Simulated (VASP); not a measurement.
```
LiI
1.0
    0.00000     2.90247     2.90247
    2.90247     0.00000     2.90247
    2.90247     2.90247     0.00000
Li I
1 1
Direct
  0.00000   0.00000   0.00000
  0.50000   0.50000   0.50000
```

All values below come from LDA (Ceperley-Alder, Perdew-Zunger), VASP's LDA PAW potentials (set 64) (plane waves; VASP). Run with 520 eV cut-off, 9×9×9 Γ-centred mesh, tetrahedra with Blöchl corrections, potentials Li_sv I.

**Question.** The job: LiI (rock salt), 2 atoms, LDA, static run, 520 eV, 9×9×9 Γ-centred mesh. Roughly how much core time does it take on a busy server core?

**Answer.** About 9 core-seconds (one run on a shared machine, a rough figure). It had 35 irreducible k-points, 9 bands, up to 1363 plane waves and 12 electronic steps.

The compound is LiI in the rock salt structure. It was relaxed first, which changed the volume by -10 %.
